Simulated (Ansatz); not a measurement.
The system is CdO (Monteponite).

```
Cd O
1.0
     0.00000    2.53092    2.53092
     2.53092    0.00000    2.53092
     2.53092    2.53092    0.00000
Cd O
1 1
Direct
  0.00000 0.00000 0.00000
  0.50000 0.50000 0.50000
```

The cell isn't the ideal one: volume scaled by 1.25.

- Program: Ansatz 0.2.0
- Task: relaxation of cell and atoms
- Functional: PBE
- Potentials or basis: all-electron LAPW, scalar-relativistic
- Basis error allowed: 0.002 eV/atom
- k mesh: 8 × 8 × 8
- Occupations: cold, width 0.025 eV
- Spin: non-collinear spin, random start
- Starting moments: [[-0.001, -0.559, 0.189], [0.0, 0.0, 0.0]] μB

At the start: volume 16.21 Å³/atom.

Q: Where does the relaxation end?

A: Over 5 steps the energy falls by 145.5 meV/atom and the volume is 13.55 Å³/atom (-16.4 %); space group Fm-3m (No. 225, to 0.05 Å); moment 0.00 μB per cell.

Step by step:
| step | energy change (eV) | largest force (eV/Å) | volume (Å³) |
| --- | --- | --- | --- |
| 1 | 0.0000 | 0.0000 | 32.42 |
| 2 | -0.2820 | 0.0000 | 27.91 |
| 3 | -0.2894 | 0.0000 | 26.76 |
| 4 | -0.2911 | 0.0000 | 27.10 |
| 5 | -0.2911 | 0.0000 | 27.10 |

Final structure:
```
Cd O
1.0
     0.00000    2.38392    2.38392
     2.38392    0.00000    2.38392
     2.38392    2.38392    0.00000
Cd O
1 1
Direct
  0.00000 0.00000 0.00000
  0.50000 0.50000 0.50000
```

Caveat: the program listed the state as in doubt; the starting moments weren't kept.
